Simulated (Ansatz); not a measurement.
AgI (started from an entry of an open crystallographic database) at its r2SCAN geometry, run in Ansatz at 2 levels of theory. Calculated for a static, non-magnetic cell.

The PBE+SOC input:
```yaml
crystal:
  lattice:
    - [4.6507453634, 0.0, 0.0]
    - [-2.3253726817, 4.0276636312, 0.0]
    - [0.0, 0.0, 7.5997061756]
  atoms:
    - { symbol: Ag, position: [0.6666666667, 0.3333333333, 0.6275234352] }
    - { symbol: Ag, position: [0.3333333333, 0.6666666667, 0.1275234352] }
    - { symbol: I, position: [0.6666666667, 0.3333333333, 0.0024765648] }
    - { symbol: I, position: [0.3333333333, 0.6666666667, 0.5024765648] }
kpoints:
  mp_grid: { grid: [6, 6, 4] }
  band_path:
    path:
      - [0.0, 0.0, 0.0]
      - [0.5, 0.0, 0.0]
      - [0.3333333333, 0.3333333333, 0.0]
      - [0.0, 0.0, 0.5]
      - [0.5, 0.0, 0.5]
      - [0.3333333333, 0.3333333333, 0.5]
    npoints: 1
hamiltonian:
  xc: pbe
scf:
  occupations: { method: fixed }
  n_extra_bands: 10
magnetization:
  noncollinear: true
  spin_orbit: true
output:
  forces: true
  stress: true
  eigenvalues: true
```

Main results, then, where recorded, the levels near the gap in eV from the Fermi energy (columns number the bands from 0), one row a point of the path (Γ, M, K, A, L, H):
```
Crystal: 4 atoms, lattice volume = 142.355 Å³
Symmetry: 12 space group operations + 12 with time reversal
Magnetic group: BNS 186.204 (UNI 1434)
```
```
Basis set: ecut = 420 eV, 2779 PW (Γ)
k-points: 21 of 144 (time reversal used)
SCF 1 converged in 9 iterations: F = -30218.773926 eV  dr2 = 2.59e-8
Free energy (F): -30218.773926 eV
Fermi energy:    6.475281 eV
--- Stress (GPa, compression-positive) ---
        0.638982       0.000000       0.000000
        0.000000       0.638982       0.000000
        0.000000       0.000000       0.670631
  P = ⅓ Tr σ = 0.6495 GPa (6.495 kbar)
```
```tsv
band_64	band_65	band_66	band_67	band_68	band_69	band_70	band_71	band_72	band_73	band_74	band_75	band_76	band_77
-0.719	-0.719	-0.659	-0.659	-0.039	-0.039	0.000	0.000	1.142	1.142	2.427	2.427	5.449	5.449
-2.303	-2.303	-1.827	-1.827	-1.208	-1.208	-0.830	-0.830	3.081	3.081	3.409	3.409	4.634	4.634
-2.559	-2.514	-1.676	-1.626	-1.626	-1.567	-1.407	-1.407	3.878	4.236	4.271	4.271	4.339	4.339
-0.732	-0.732	-0.732	-0.732	-0.366	-0.366	-0.366	-0.366	2.421	2.421	2.421	2.421	5.421	5.421
-1.515	-1.515	-1.515	-1.515	-1.218	-1.218	-1.218	-1.218	3.059	3.059	3.059	3.059	4.690	4.690
-2.100	-2.100	-1.913	-1.913	-1.288	-1.288	-1.221	-1.221	3.637	3.637	3.751	3.751	5.424	5.424
```

The PBE+SOC gap is direct at Γ: 1.14 eV.

DDH-PBE0. Against the first input these blocks differ (the band path and keys that only write files left aside):
```yaml
crystal:
  host: atoms
kpoints:
  mp_grid: { grid: [6, 6, 2] }
hamiltonian:
  xc:
    exchange: pbe
    correlation: pbe
    exx: { coeff: inverse_dielectric }
scf:
  occupations: { method: fixed }
  n_extra_bands: 5
```
(magnetization left out)

```
ε∞ on k-mesh 6×6×4 of a primitive cell: xx 5.0959, yy 5.0959, zz 5.1595; 3/Tr ε∞, of that cell with its empty space = 0.19542231281325578
Basis set: ecut = 420 eV, 2779 PW (Γ)
k-points: 14 of 72
SCF 1 stopped early in 2 iterations: F = -30208.003579 eV  dr2 = 1.14e-4
SCF 2 stopped early in 6 iterations: F = -30218.388321 eV  dr2 = 1.29e-6
hybrid outer 1: dexx = +1.448e-2 eV, tail = 3.69e-5 eV
SCF 3 converged in 4 iterations: F = -30218.388426 eV  dr2 = 8.25e-10
hybrid outer 2: dexx = +5.594e-7 eV, tail = 1.84e-8 eV, Δε = 2.04e-3 eV, ΔF = 6.19e-4 eV/Å
Free energy (F): -30218.388426 eV
Fermi energy:    5.392107 eV
--- Stress (GPa, compression-positive) ---
        0.469980       0.000000       0.000000
        0.000000       0.469980       0.000000
        0.000000       0.000000       0.469005
  P = ⅓ Tr σ = 0.4697 GPa (4.697 kbar)
```
```tsv
band_32	band_33	band_34	band_35	band_36	band_37	band_38
-0.715	-0.066	0.000	0.000	2.785	4.112	7.294
-2.269	-1.793	-1.047	-0.719	4.810	5.054	6.211
-2.669	-1.564	-1.564	-1.346	5.813	6.026	6.026
-0.367	-0.367	-0.367	-0.367	4.099	4.099	7.091
-1.253	-1.253	-1.240	-1.240	4.716	4.716	6.340
-1.990	-1.990	-1.130	-1.130	5.434	5.434	7.105
```

DDH-PBE0 gives a direct gap of 2.78 eV at Γ. The mean stress, +0.5 GPa, is small, and the program warns that its thresholds are loose for a hybrid's stress.

Small level splittings and stresses of the hybrids carry the error of their coarser meshes.

Totals of different functionals, or with and without spin-orbit coupling, can't be compared.

Only the levels marked +SOC include spin-orbit coupling.

The meshes of the hybrids are coarse, so their gaps aren't converged to the digits shown.
